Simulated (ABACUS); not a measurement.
## InAs: equation of state with LDA

The system is InAs.

```
CELL_PARAMETERS angstrom
0.00000 3.01800 3.01800
3.01800 0.00000 3.01800
3.01800 3.01800 0.00000
ATOMIC_POSITIONS crystal
In 0.00000 0.00000 0.00000
As 0.75000 0.75000 0.75000
```

* Program: ABACUS 3.10.1
* Task: equation of state
* Functional: LDA
* Potentials or basis: PseudoDojo NC SR 0.4.1 LDA standard
* Cutoff: 1102 eV
* Density cutoff: 4408 eV
* Basis: plane waves
* k mesh: 6 × 6 × 6
* Occupations: fermi-dirac, width 0.05 eV
* Spin: no spin polarisation
* Radial cutoff of the potentials (pseudo_rcut): 7 bohr
* SCF threshold on the density: 1e-08
* Max SCF steps: 100
* Eigensolver: dav
* Mixing: broyden
* Mixing share: 0.7
* Symmetry key: 1
* Bands: 18

```json
{
  "Equilibrium volume": "27.36 Å³/atom",
  "Bulk modulus": "60 GPa",
  "Pressure derivative of the bulk modulus": "4.6 (rough: it moves with the points fitted)"
}
```

Energy against volume, from the lowest point:
| volume (Å³/atom) | energy (meV/atom) |
| --- | --- |
| 25.840 | 16.48 |
| 26.939 | 0.00 |
| 28.039 | 1.70 |
| 29.138 | 17.92 |

All runs of the series together: 27 s on 4 threads of Intel(R) Xeon(R) Platinum 8223CL CPU @ 3.00GHz (Skylake/Cascade Lake), with other jobs on the host.

LDA usually gives volumes a few per cent too small. Zero-point motion and thermal expansion aren't in these numbers.
